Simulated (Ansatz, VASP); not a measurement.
# Cross-check of SiC (V_Si-V_C (Si site 2) axial) between VASP and Ansatz, part 2 of 3

One calculation is typed for both programs; each brings its own data sets. How far apart do they land? The cell is taken from a series of runs on this material, whose earlier steps may have relaxed, scaled, displaced or heated it; both programs get it as it stands.

VASP 6.6.1 and Ansatz 0.2.0.

So far. Step 3 (VASP: single point, PBE, pair 1): The run ends at a pressure of -2.05 GPa, with forces up to 0.78 eV/Å.

## (5) Ansatz: single point, PBE, pair 2

Level of this step: Ansatz beside VASP: Kohn-Sham DFT, plane waves, PBE (Ansatz).

With cell and atoms fixed, the geometry can't cause a difference; cores, projectors, grids and the points listed under the comparison can.

The cell is taken from a series of runs on this material, whose earlier steps may have relaxed, scaled, displaced or heated it; both programs get it as it stands.

Input file input.yaml:

```yaml
crystal:
  lattice:
    - [9.28241338, 5.35920398, 0.0]
    - [-9.28241348, 5.35920381, 0.0]
    - [0.0, 0.0, 10.12919782]
  atoms:
    - { symbol: Si, position: [0.00012231511, -0.00053624802, 0.50046533004] }
    - { symbol: Si, position: [0.16811534982, 0.33395461103, 0.5005076145] }
[... 6 atom lines left out ...]
    - { symbol: Si, position: [0.33766691895, 0.33563805656, 0.7477986585] }
    - { symbol: Si, position: [9.95156e-06, -0.00109453524, 1.0001522032] }
    - { symbol: Si, position: [0.16870991234, 0.33432853154, 1.00017759218] }
    - { symbol: Si, position: [0.33348352557, 0.16653240514, 1.00049444484] }
[... 6 atom lines left out ...]
    - { symbol: C, position: [0.00105734404, 0.3336820305, 0.43795372168] }
[... 2 atom lines left out ...]
    - { symbol: C, position: [0.00068239037, 0.16691636436, 0.93727823104] }
    - { symbol: C, position: [0.1668670429, -0.00017409188, 0.93772411415] }
    - { symbol: C, position: [0.33712946525, 0.33401030022, 0.93754853684] }
[... 1 atom line left out ...]
    - { symbol: Si, position: [0.1667046315, 0.83325118565, 0.5004684715] }
[... 1 atom line left out ...]
    - { symbol: Si, position: [0.00100623642, 0.83392523286, 0.24974275443] }
[... 2 atom lines left out ...]
    - { symbol: Si, position: [-0.00260542999, 0.66513646406, 0.74781044653] }
[... 1 atom line left out ...]
    - { symbol: Si, position: [0.33412234402, 0.83387326649, 0.74838128767] }
    - { symbol: Si, position: [0.00135687013, 0.50035210795, 1.00044718069] }
    - { symbol: Si, position: [0.16608187668, 0.83305470687, 1.00017014323] }
    - { symbol: Si, position: [0.33474039056, 0.66638194876, 1.0001797195] }
    - { symbol: C, position: [0.00096321028, 0.50035738264, 0.18715030332] }
[... 1 atom line left out ...]
    - { symbol: C, position: [0.33443137056, 0.6672054111, 0.18658238953] }
[... 1 atom line left out ...]
    - { symbol: C, position: [0.16761394076, 0.83313452492, 0.687496435] }
    - { symbol: C, position: [0.33482573157, 0.66782880077, 0.68755365606] }
    - { symbol: C, position: [0.00031583756, 0.83323920324, 0.43657949028] }
    - { symbol: C, position: [0.16773117387, 0.6670311324, 0.4379534094] }
    - { symbol: C, position: [0.33435854636, 0.50035291075, 0.43651155116] }
    - { symbol: C, position: [-0.00237747471, 0.66420861711, 0.93753628163] }
    - { symbol: C, position: [0.16794650316, 0.50035438474, 0.93772419797] }
[... 4 atom lines left out ...]
    - { symbol: Si, position: [0.50015729648, 0.33316968156, 0.25171301422] }
    - { symbol: Si, position: [0.6674342404, 0.16678811927, 0.24974038976] }
[... 5 atom lines left out ...]
    - { symbol: Si, position: [0.66750978879, 0.33378114887, 1.00260958764] }
[... 3 atom lines left out ...]
    - { symbol: C, position: [0.83421839116, 0.16737197065, 0.18659022052] }
[... 1 atom line left out ...]
    - { symbol: C, position: [0.66805131281, 0.3240776887, 0.68327201657] }
[... 3 atom lines left out ...]
    - { symbol: C, position: [0.83397333707, 0.00062954838, 0.43797659127] }
[... 3 atom lines left out ...]
    - { symbol: Si, position: [0.50165540405, 0.5003529566, 0.50307574243] }
[... 1 atom line left out ...]
    - { symbol: Si, position: [0.83292671551, 0.66576708792, 0.50268668505] }
    - { symbol: Si, position: [0.50082201407, 0.83403479533, 0.25020170051] }
[... 1 atom line left out ...]
    - { symbol: Si, position: [0.83468815265, 0.50034776259, 0.25158531993] }
[... 2 atom lines left out ...]
    - { symbol: Si, position: [0.50043485796, 0.50034538205, 1.00257380028] }
[... 1 atom line left out ...]
    - { symbol: Si, position: [0.83416172777, 0.66699866385, 1.0026321385] }
    - { symbol: C, position: [0.50184984519, 0.50035527559, 0.18765621736] }
[... 1 atom line left out ...]
    - { symbol: C, position: [0.83287974565, 0.66581419054, 0.18768472706] }
    - { symbol: C, position: [0.49055767836, 0.50036026871, 0.68349882973] }
    - { symbol: C, position: [0.66729496911, 0.83434396535, 0.68718886132] }
    - { symbol: C, position: [0.84433394257, 0.6766418795, 0.68326854558] }
[... 1 atom line left out ...]
    - { symbol: C, position: [0.66734670468, 0.66709495912, 0.43812432484] }
    - { symbol: C, position: [0.8343116265, 0.50035396607, 0.43791405978] }
    - { symbol: C, position: [0.50348299955, 0.66669171635, 0.93754867946] }
    - { symbol: C, position: [0.83110367421, 0.83029274838, 0.93757793251] }
  host:
    repeats: [2, 2, 1]
    atoms:
      - { symbol: Si, position: [0.0, 0.0, 0.49984857] }
      - { symbol: Si, position: [0.33333333, 0.66666667, 0.49984857] }
      # ... 22 more atoms of the perfect host
total_charge: 1
basis:
  ecutwfc: 420
  xc_grid: 2
hamiltonian:
  xc: pbe
kpoints:
  mp_grid: { grid: [1, 1, 1] }
magnetization:
  spin_polarized: true
  initial_magnetization: 1
  spin_locking: { lock_magnetization: hard }
scf:
  occupations: { method: fermi_dirac, width: 0.01 }
  max_iter: 60
output:
  forces: true
  charged_corrections:
    epsilon: [7.02, 7.02, 7.32]
    static_epsilon: [10.34, 10.34, 11.03]
    defect_position: [0.666667, 0.5, 0.843928]
checkpoint:
  read: "../qp1_M1.relax_smeared.run"
  write: "../cc1.qp1_M1.lm0.4.run"
  compress: false
  write_wavefunctions: false
  write_every: 100000
```

Started as:

```sh
> ansatz run input.yaml --threads 4 --pin off --max-ram 14131MiB --backend cpu --events-out ev --progress --plain --runs-dir out
```

Numbers of over 12 decimals in the logs are rounded to 6 here.

Log:

```text
[...]
atom  48  C      0.00618143    -0.02082054    -0.10070784
[...]
atom  91  C      0.03432925    -0.05904700     0.27133284
  atom  92  C     -0.06268188    -0.03650274     0.26202594
  atom  93  C      0.14400759    -0.05504987    -0.18493428
  atom  94  C      0.06529400    -0.07829740    -0.15161463
  max |Σ_I F_I| component: 2.88e-5 eV/Å
[...]
--- Band table (eV) ---
  k-point 0 ↑: bands = [... 184 lower, 8.8306, 8.9095, 8.9645, 9.1824, 9.5632, 11.1481, 11.1594, 11.3882, ... 90 higher]
  k-point 0 ↓: bands = [... 184 lower, 8.9292, 8.9303, 8.9762, 9.5817, 10.0729, 11.1514, 11.1791, 11.3932, ... 90 higher]
```

## (6) VASP: single point, PBE, pair 2

The same cell, functional, mesh and smearing now go to VASP, with its own data sets.

Input file INCAR:

```
SYSTEM = SiC
PREC = Accurate
ENCUT = 520
EDIFF = 1E-06
NELM = 200
ISMEAR = -1
SIGMA = 0.01
LREAL = Auto
ALGO = Normal
GGA = PE
NELECT = 375
NBANDS = 256
ISPIN = 2
MAGMOM = -0 0 0 -0 0 -0 0 -0 -0 0 -0 0 -0 -0 0 0 -0 -0 0 0 0 -0 0 -0 -0 0 -0 -0 0 -0 0 -0 0 0 -0 0 -0 0 0 0 -0 -0 -0 0 0 0 -0 0 -0 0 0.04 -0.02 0 -0 0 0 0 0 -0 -0 0 -0 0 0.02 -0.02 0.03 -0 -0.02 0 0 0 0 0 0 0.04 0.3 0.02 0 0.03 0 0 0 0 0 0 0 -0.19 0 0.3 0 0 0 -0 0
LORBIT = 11
LWAVE = .FALSE.
LCHARG = .FALSE.
ISIF = 2
NUPDOWN = 1
LASPH = .TRUE.
GGA_COMPAT = .FALSE.
NCORE = 2
```

Input file POSCAR:

```
SiC
1.0
    9.2824133794      5.3592039794      0.0000000000
   -9.2824134800      5.3592038053      0.0000000000
    0.0000000000      0.0000000000     10.1291978199
Si C
47 47
Direct
    0.0001223151      0.9994637520      0.5004653300
    0.1681153498      0.3339546110      0.5005076145
[... 6 atom lines left out ...]
    0.3376669189      0.3356380566      0.7477986585
    0.0000099516      0.9989054648      0.0001522032
    0.1687099123      0.3343285315      0.0001775922
    0.3334835256      0.1665324051      0.0004944448
[... 6 atom lines left out ...]
    0.9973945700      0.6651364641      0.7478104465
[... 2 atom lines left out ...]
    0.0013568701      0.5003521080      0.0004471807
    0.1660818767      0.8330547069      0.0001701432
    0.3347403906      0.6663819488      0.0001797195
[... 1 atom line left out ...]
    0.6675110234      0.3349384926      0.5026894876
[... 1 atom line left out ...]
    0.5001572965      0.3331696816      0.2517130142
[... 2 atom lines left out ...]
    0.5026005072      0.1711600620      0.7479281138
[... 1 atom line left out ...]
    0.8326169155      0.3355767776      0.7478149936
    0.5014704269      0.0018212867      0.0001502991
    0.6675097888      0.3337811489      0.0026095876
    0.8333736624      0.1676655991      0.0001702776
    0.5016554040      0.5003529566      0.5030757424
[... 1 atom line left out ...]
    0.8329267155      0.6657670879      0.5026866850
[... 1 atom line left out ...]
    0.6673373544      0.6675407183      0.2517106368
    0.8346881526      0.5003477626      0.2515853199
    0.5023860358      0.6650801190      0.7478029697
    0.8317970598      0.8295563166      0.7479282418
    0.5004348580      0.5003453821      0.0025738003
    0.6673044132      0.8341770476      0.0004967612
    0.8341617278      0.6669986638      0.0026321385
[... 4 atom lines left out ...]
    0.1673480934      0.3328800066      0.6875524407
    0.3333065892      0.1663687774      0.6871875579
[... 5 atom lines left out ...]
    0.3371294653      0.3340103002      0.9375485368
[... 3 atom lines left out ...]
    0.0017277723      0.5003559778      0.6871303907
[... 1 atom line left out ...]
    0.3348257316      0.6678288008      0.6875536561
[... 3 atom lines left out ...]
    0.9976225253      0.6642086171      0.9375362816
[... 3 atom lines left out ...]
    0.6674189814      0.3348883896      0.1876849928
[... 1 atom line left out ...]
    0.5004036195      0.0010577470      0.6875249156
    0.6680513128      0.3240776887      0.6832720166
[... 1 atom line left out ...]
    0.5006023323      0.3336115442      0.4381264493
[... 2 atom lines left out ...]
    0.5011601021      0.1704061673      0.9375779313
[... 1 atom line left out ...]
    0.8337653741      0.3365057110      0.9375361881
    0.5018498452      0.5003552756      0.1876562174
[... 1 atom line left out ...]
    0.8328797457      0.6658141905      0.1876847271
    0.4905576784      0.5003602687      0.6834988297
    0.6672949691      0.8343439654      0.6871888613
    0.8443339426      0.6766418795      0.6832685456
[... 1 atom line left out ...]
    0.6673467047      0.6670949591      0.4381243248
    0.8343116265      0.5003539661      0.4379140598
    0.5034829996      0.6666917164      0.9375486795
    0.8311036742      0.8302927484      0.9375779325
```

Input file KPOINTS:

```
Automatic mesh
0
Gamma
1 1 1
0 0 0
```

The projector-augmented-wave data sets are Si and C (PBE family, release 64).

Started as:

```sh
> mpirun -np 8 vasp_gam
```

Log:

```text
[... set-up lines as in an earlier step ...]
 entering main loop
       N       E                     dE             d eps       ncg     rms          rms(c)
DAV:   1     0.222115516374E+04    0.22212E+04   -0.19443E+05  1024   0.140E+03
DAV:   2    -0.539192999620E+03   -0.27603E+04   -0.25808E+04  1328   0.279E+02
DAV:   3    -0.785623355267E+03   -0.24643E+03   -0.24319E+03  1248   0.804E+01
DAV:   4    -0.792222608216E+03   -0.65993E+01   -0.65683E+01  1248   0.147E+01
DAV:   5    -0.792416715742E+03   -0.19411E+00   -0.19388E+00  1256   0.255E+00BRMIX: very serious problems
 the old and the new charge density differ
 old charge density:   376.00000 new  375.00000
    0.594E+01
DAV:   6    -0.710946294712E+03    0.81470E+02   -0.33872E+02  1176   0.232E+01    0.266E+01
DAV:   7    -0.708986085258E+03    0.19602E+01   -0.36612E+01  1272   0.839E+00    0.136E+01
DAV:   8    -0.708624874407E+03    0.36121E+00   -0.81805E+00  1352   0.498E+00    0.840E+00
DAV:   9    -0.707998819895E+03    0.62605E+00   -0.19054E+00  1256   0.283E+00    0.293E+00
[...]
DAV:  18    -0.708104900276E+03   -0.21743E-05   -0.99290E-06  1184   0.585E-03    0.689E-03
DAV:  19    -0.708104901492E+03   -0.12156E-05   -0.29076E-06   960   0.305E-03    0.358E-03
DAV:  20    -0.708104901640E+03   -0.14810E-06   -0.71999E-07   672   0.171E-03
   1 F= -.70810490E+03 E0= -.70810490E+03  d E =-.102953E-08  mag=     1.0000
```

From OUTCAR (step 6):

```text
  FREE ENERGIE OF THE ION-ELECTRON SYSTEM (eV)
  ---------------------------------------------------
  free  energy   TOTEN  =      -708.1049016399 eV

  energy  without entropy=     -708.1049016388  energy(sigma->0) =     -708.10490164

 magnetization (x)
# of ion       s       p       d       tot
------------------------------------------
    1       -0.000  -0.001   0.000  -0.001
    2        0.000   0.001   0.000   0.001
    3       -0.000   0.000   0.000  -0.000
    4       -0.000  -0.000   0.000  -0.000
    5       -0.000   0.000   0.000   0.000
    6       -0.000  -0.000   0.000  -0.000
    7        0.000   0.003   0.000   0.003
    8       -0.000  -0.000   0.000  -0.001
    9        0.002   0.003   0.000   0.005
   10       -0.000   0.001   0.000   0.000
   11        0.000  -0.000   0.000  -0.000
   12       -0.000   0.000   0.000   0.000
   13       -0.000  -0.000   0.000  -0.000
[...]
--------------------------------------------------
tot          0.037   0.464   0.000   0.501
```

The run ends at a pressure of -2.10 GPa, with forces up to 1.1 eV/Å.

## (7) Differences

Both answers:

```tsv
quantity	Ansatz	VASP	difference
total moment, fixed by the input (μB)	1.00	1.00	0.00
moment on C89 (μB)	0.30	0.28	+0.01
moment on C76 (μB)	0.30	0.28	+0.01
moment on C87 (μB)	-0.19	-0.19	-0.01
```

Forces on 10 of the 94 atoms, those with the largest forces and the largest differences (eV/Å; atoms numbered as in POSCAR):

```tsv
atom	Ansatz x, y, z	VASP x, y, z
Si9	0.356, -0.832, 0.606	0.353, -0.833, 0.605
Si19	0.721, 0.133, 0.569	0.721, 0.135, 0.566
Si26	-0.156, 0.126, -0.747	-0.156, 0.124, -0.747
Si33	0.475, 0.557, 0.568	0.476, 0.556, 0.567
Si37	0.305, 0.177, -0.949	0.303, 0.175, -0.950
Si39	0.031, -0.198, -0.746	0.029, -0.196, -0.745
Si43	-0.541, 0.724, 0.605	-0.544, 0.722, 0.604
C59	0.025, 0.153, -0.185	0.032, 0.146, -0.190
C69	-0.071, -0.082, -0.165	-0.065, -0.086, -0.171
C93	0.144, -0.055, -0.185	0.144, -0.047, -0.190
```

The forces differ by 2.7 meV/Å r.m.s., which is 1.3 % of the r.m.s. force of 0.204 eV/Å (both taken over all components). The cell carries a charge of +1 e against a uniform background, so its pressure also hangs on how the neutralising background is counted, and in a defect's cell a gap may be the spacing between its levels.

## (8) Ansatz: single point, PBE, pair 3

With cell and atoms fixed, the geometry can't cause a difference; cores, projectors, grids and the points listed under the comparison can.

The cell is taken from a series of runs on this material, whose earlier steps may have relaxed, scaled, displaced or heated it; both programs get it as it stands.

input.yaml, the sections that differ from step 5:

```yaml
crystal:
  checkpoint: "../qm1_M1.relax_smeared.run"
  host: checkpoint
output:
  forces: true
  eigenvalues: true
  charged_corrections: { defect_position: [0.666667, 0.5, 0.843928] }
checkpoint:
  read: "../qm1_M1.relax_smeared.run"
  write: "../qm1_M1.point_neutral.run"
  compress: false
  write_wavefunctions: false
  write_every: 100000
magnetization:
  spin_polarized: true
  initial_magnetization: 2
  spin_locking: { lock_magnetization: hard }
# basis, hamiltonian, kpoints, scf: as in step 5
# total_charge: removed
```

Started as:

```sh
> ansatz run input.yaml --threads 4 --pin off --max-ram 14131MiB --backend cpu --events-out ev --progress --plain --runs-dir out
```

Log:

```text
checkpoint.read: the saved state was converged at a total charge of -1 e, and this run's is 0 e: a saved density that it takes is scaled to its electron count
crystal.checkpoint: the structure is that of <dir>, a `relax` run, at its step 6: its result, under pbe at a charge of -1 e; 94 atoms read, 0 with a starting moment; this deck's charge is 0 e; crystal.structure_sha256 for this input is
[...]
Crystal: 94 atoms, lattice volume = 1007.781 Å³
[...]
atom  36  Si    -0.05799274    -0.07063594     0.08094294
  atom  37  C     -0.02446494     0.01166562     0.00787894
[...]
atom  91  C      0.07076000    -0.04417648     0.24068898
  atom  92  C     -0.08680069     0.02419076     0.17697687
  atom  93  C      0.22171822    -0.04419724    -0.16430947
  atom  94  C      0.14348641    -0.16197599    -0.16126575
  max |Σ_I F_I| component: 4.54e-5 eV/Å
--- Band table (eV) ---
  k-point 0 ↑: bands = [... 184 lower, 8.8644, 8.8660, 8.9552, 9.3616, 9.4264, 11.0085, 11.1162, 11.3515, ... 91 higher]
  k-point 0 ↓: bands = [... 184 lower, 8.9288, 8.9580, 9.0565, 10.0756, 10.3051, 11.0385, 11.1423, 11.3584, ... 91 higher]
```

[end of part 2 of 3]

[Lines on the potential files, build, host, timing and source positions are cut from VASP's logs without a mark.]

[Logs are printed without paths, hosts, clocks, repeated set-up lines and the standing remarks that a program may print on its own settings, such as how far it seeks lower states.]

[Hosts, paths, dates, database ids (printed as entryN), source tags and the programs' standing remarks are cut or masked in the printed files.]
